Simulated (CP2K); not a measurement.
# SnTe (Fm-3m) in CP2K: settings compared, part 2 of 4

CP2K 2026.2.

## 3. Band structure, PBE, spin-orbit coupling, no magnetisation

snte_bands.inp reads:

```
&GLOBAL
  PROJECT snte_bands
  RUN_TYPE ENERGY_FORCE
  PRINT_LEVEL LOW
&END GLOBAL
&FORCE_EVAL
  METHOD QS
  STRESS_TENSOR ANALYTICAL
  &DFT
    BASIS_SET_FILE_NAME BASIS_MOLOPT_UZH
    POTENTIAL_FILE_NAME GTH_SOC_POTENTIALS
    &MGRID
      CUTOFF 450
      REL_CUTOFF 60
      NGRIDS 5
    &END MGRID
    &QS
      METHOD GPW
      EPS_DEFAULT 1.0E-9
    &END QS
    &KPOINTS
      SCHEME MONKHORST-PACK 7 7 7
      GAMMA_CENTERED T
    &END KPOINTS
    &SCF
      SCF_GUESS ATOMIC
      EPS_SCF 1.0E-6
      MAX_SCF 100
      ADDED_MOS 10
      CHOLESKY OFF
      EPS_EIGVAL 1.0E-7
      &DIAGONALIZATION ON
        ALGORITHM STANDARD
      &END DIAGONALIZATION
      &MIXING ON
        METHOD BROYDEN_MIXING
        ALPHA 0.4
        BETA 1.5
        NBUFFER 8
      &END MIXING
      &SMEAR ON
        METHOD FERMI_DIRAC
        ELECTRONIC_TEMPERATURE [K] 300.557
      &END SMEAR
    &END SCF
    &XC
      &XC_FUNCTIONAL PBE
      &END XC_FUNCTIONAL
    &END XC
    &PRINT
      &KPOINTS ON
      &END KPOINTS
      &MULLIKEN ON
      &END MULLIKEN
      &MO ON
        ENERGIES T
        OCCUPATION_NUMBERS T
        &EACH
          QS_SCF 0
        &END EACH
        ADD_LAST NUMERIC
      &END MO
    &END PRINT
  &END DFT
  &PROPERTIES
    &BANDSTRUCTURE ON
      &BANDSTRUCTURE_PATH
        NPOINTS 6
        SPECIAL_POINT GAMMA 0.00000000 0.00000000 0.00000000
        SPECIAL_POINT X 0.50000000 0.00000000 0.50000000
        SPECIAL_POINT W 0.50000000 0.25000000 0.75000000
        SPECIAL_POINT K 0.37500000 0.37500000 0.75000000
        SPECIAL_POINT GAMMA 0.00000000 0.00000000 0.00000000
        SPECIAL_POINT L 0.50000000 0.50000000 0.50000000
        SPECIAL_POINT U 0.62500000 0.25000000 0.62500000
        SPECIAL_POINT W 0.50000000 0.25000000 0.75000000
        SPECIAL_POINT L 0.50000000 0.50000000 0.50000000
        SPECIAL_POINT K 0.37500000 0.37500000 0.75000000
      &END BANDSTRUCTURE_PATH
      &SOC ON
      &END SOC
    &END BANDSTRUCTURE
  &END PROPERTIES
  &SUBSYS
    &CELL
      A 4.4559748030 0.0000000000 0.0000000000
      B 2.2279874015 3.8589873780 0.0000000000
      C 2.2279874015 1.2863291260 3.6382881914
      PERIODIC XYZ
    &END CELL
    &COORD
      SCALED
      Te  0.5000000000 0.5000000000 0.5000000000
      Sn  0.0000000000 0.0000000000 0.0000000000
    &END COORD
    &KIND Te
      BASIS_SET TZVP-MOLOPT-PBE-GTH-q6
      POTENTIAL GTH-PBE-q6
    &END KIND
    &KIND Sn
      BASIS_SET TZVP-MOLOPT-PBE-GTH-q4
      POTENTIAL GTH-PBE-q4
    &END KIND
    &PRINT
      &ATOMIC_COORDINATES ON
      &END ATOMIC_COORDINATES
      &CELL ON
      &END CELL
    &END PRINT
  &END SUBSYS
  &PRINT
    &FORCES ON
    &END FORCES
    &STRESS_TENSOR ON
    &END STRESS_TENSOR
  &END PRINT
&END FORCE_EVAL
```

Potentials or basis: GTH_SOC_POTENTIALS Te GTH-PBE-q6, Sn GTH-PBE-q4; TZVP-MOLOPT-PBE-GTH basis.

Command:

```sh
$ OMP_NUM_THREADS=2 cp2k.psmp -i snte_bands.inp -o snte_bands.out
```

snte_bands.out:

```text

 CP2K| version string:                                       CP2K version 2026.2
 CP2K| Input file name                                            snte_bands.inp

 GLOBAL| Force Environment number                                              1
 GLOBAL| Basis set file name                                    BASIS_MOLOPT_UZH
 GLOBAL| Potential file name                                  GTH_SOC_POTENTIALS
 GLOBAL| MM Potential file name                                     MM_POTENTIAL
 GLOBAL| Coordinate file name                                      __STD_INPUT__
 GLOBAL| Method name                                                        CP2K
 GLOBAL| Project name                                                 snte_bands
 GLOBAL| Run type                                                   ENERGY_FORCE
 GLOBAL| FFT library                                                       FFTW3
 GLOBAL| Diagonalization library                                       ScaLAPACK
 GLOBAL| Cholesky decomposition library                                ScaLAPACK
 GLOBAL| DGEMM library                                                      BLAS
 GLOBAL| Direct generalized diagonalization requested                          F
 GLOBAL| Matrix multiplication library                                 ScaLAPACK
 GLOBAL| Global print level                                                  LOW
 GLOBAL| Total number of message passing processes                             1
 GLOBAL| Number of threads for this process                                    2
 GLOBAL| CPU model name                                                  UNKNOWN

 CELL| Volume [angstrom^3]:                                            62.562368
 CELL| Vector a [angstrom]:       4.456     0.000     0.000   |a| =     4.455975
 CELL| Vector b [angstrom]:       2.228     3.859     0.000   |b| =     4.455975
 CELL| Vector c [angstrom]:       2.228     1.286     3.638   |c| =     4.455975
 CELL| Angle (b,c), alpha [degree]:                                    60.000000
 CELL| Angle (a,c), beta  [degree]:                                    60.000000
 CELL| Angle (a,b), gamma [degree]:                                    60.000000
 CELL| Numerically orthorhombic:                                              NO
 CELL| Periodicity                                                           XYZ

 CELL_REF| Volume [angstrom^3]:                                        62.562368
 CELL_REF| Vector a [angstrom     4.456     0.000     0.000   |a| =     4.455975
 CELL_REF| Vector b [angstrom     2.228     3.859     0.000   |b| =     4.455975
 CELL_REF| Vector c [angstrom     2.228     1.286     3.638   |c| =     4.455975
 CELL_REF| Angle (b,c), alpha [degree]:                                60.000000
 CELL_REF| Angle (a,c), beta  [degree]:                                60.000000
 CELL_REF| Angle (a,b), gamma [degree]:                                60.000000
 CELL_REF| Numerically orthorhombic:                                          NO
 CELL_REF| Periodicity                                                       XYZ

 GENERATE|  Preliminary Number of Bonds generated:                             0
 GENERATE|  Achieved consistency in connectivity generation.

 *******************************************************************************
 *******************************************************************************
 **            Copyright (C) by CP2K developers group (2000-2026)             **
 *******************************************************************************

 TOTAL NUMBERS AND MAXIMUM NUMBERS

  Total number of            - Atomic kinds:                                   2
                             - Atoms:                                          2
                             - Shell sets:                                     2
                             - Shells:                                        14
[... 133 lines left out ...]
  Total energy (extrapolated to T->0):                        -11.67668393265682

 MO| EIGENVALUES AND OCCUPATION NUMBERS FOR K POINT 1
 MO|
 MO|  Index      Eigenvalue [a.u.]        Eigenvalue [eV]             Occupation
 MO|      1              -0.245050              -6.668152               2.000000
 MO|      2              -0.117360              -3.193536               2.000000
 MO|      3               0.114166               3.106609               2.000000
 MO|      4               0.114166               3.106613               2.000000
 MO|      5               0.174767               4.755639               1.999996
 MO|      6               0.200513               5.456230               0.000002
 MO|      7               0.201321               5.478236               0.000001
 MO|      8               0.201322               5.478238               0.000001
 MO|      9               0.504892              13.738808               0.000000
 MO|     10               0.568574              15.471682               0.000000
 MO|     11               0.568574              15.471695               0.000000
 MO|     12               0.591075              16.083980               0.000000
 MO|     13               0.684096              18.615187               0.000000
[... 275 lines left out ...]
 MO|      5               0.143913               3.916065               2.000000
 MO|      6               0.211124               5.744987               0.000000
 MO|      7               0.305178               8.304308               0.000000
 MO|      8               0.337569               9.185721               0.000000
 MO|      9               0.427987              11.646130               0.000000
 MO|     10               0.512292              13.940184               0.000000
 MO|     11               0.607906              16.541968               0.000000
 MO|     12               0.628263              17.095899               0.000000
 MO|     13               0.674138              18.344230               0.000000
 MO|     14               0.715357              19.465851               0.000000
 MO|     15               0.741834              20.186339               0.000000
 MO| Sum:                                                              10.000000
 MO| E(Fermi):            0.187309 a.u.          5.096946 eV
 MO| Band gap:            0.067212 a.u.          1.828922 eV

 [... the levels of further k-points ...]

 !-----------------------------------------------------------------------------!
                     Mulliken Population Analysis

 #  Atom  Element  Kind  Atomic population                           Net charge
       1     Te       1          6.367845                             -0.367845
       2     Sn       2          3.632155                              0.367845
 # Total charge                             10.000000                  0.000000

 !-----------------------------------------------------------------------------!

 -------------------------------------------------------------------------------
 -                                                                             -
 -                          BANDSTRUCTURE CALCULATION                          -
 -                                                                             -
 -------------------------------------------------------------------------------

 Number of occupied molecular orbitals (MOs) = Number of occupied bands        5
 Number of unoccupied (= virtual) MOs = Number of unoccupied bands            29
 Number of Gaussian basis functions for MOs                                   34
 Number of cells considered in the DFT calculation                           201
 Number of cells for G, χ, W, Σ                                              343
 Number of special k-points for the bandstructure                             10
 Number of k-points for the bandstructure                                    398

 SOC requested, SOC energy window occ (eV):                            no window
 SOC requested, SOC energy window virt (eV):                           no window

 SCF valence band maximum (eV):                                            5.015
 SCF conduction band minimum (eV):                                         5.139
 SCF indirect band gap (eV):                                               0.124
 SCF direct band gap (eV):                                                 0.124

 SCF+SOC valence band maximum (eV):                                        4.887
 SCF+SOC conduction band minimum (eV):                                     5.172
 SCF+SOC indirect band gap (eV):                                           0.285
 SCF+SOC direct band gap (eV):                                             0.285

 ENERGY| Total FORCE_EVAL ( QS ) energy [hartree]            -11.676683769975266

 FORCES| Atomic forces [hartree/bohr]
 FORCES|   Atom     x               y               z               |f|
 FORCES|      1 -7.12250163E-15 -2.92208673E-14 -1.90676577E-14   3.56113000E-14
 FORCES|      2  3.89977943E-15 -9.00206262E-16 -2.03543820E-15   4.49017367E-15
 FORCES| Sum    -3.22272220E-15 -3.01210736E-14 -2.11030959E-14
 FORCES| Total atomic force                                       3.69189067E-14

 STRESS| Analytical stress tensor [bar]
 STRESS|                        x                   y                   z
 STRESS|      x        2.96791124691E+04   5.33460469711E-04   3.77318283612E-04
 STRESS|      y        5.33460469711E-04   2.96787303794E+04  -4.05385548660E-02
 STRESS|      z        3.77318283612E-04  -4.05385548660E-02   2.96781925509E+04
 STRESS| 1/3 Trace                                             2.96786784665E+04
 STRESS| Determinant                                           2.61416909549E+13

 STRESS| Eigenvectors and eigenvalues of the analytical stress tensor [bar]
 STRESS|                        1                   2                   3
 STRESS| Eigenvalues   2.96781895123E+04   2.96787334171E+04   2.96791124700E+04
 STRESS|      x          -0.000450871211     -0.001329016098      0.999999015215
 STRESS|      y           0.074741835043      0.997201991183      0.001358997779
 STRESS|      z           0.997202815284     -0.074742374172      0.000350276568
```

Wall time 15 s (2 threads of Arm Neoverse V1, shared host); peak memory 0.36 GiB.

Results:

* Free energy: -317.7387 eV
* Pressure: 3.0 GPa
* Band gap along the path: 0.28 eV, direct
* Mulliken charges: Te -0.37; Sn +0.37 e

Caveat: Mulliken charges move with the basis; this odd mesh misses L, where the gap lies, so gap, dielectric constants and Born charges aren't listed; the basis of atomic orbitals isn't converged, which shifts pressures, moduli and gaps.

(Continued in part 3 of 4.)
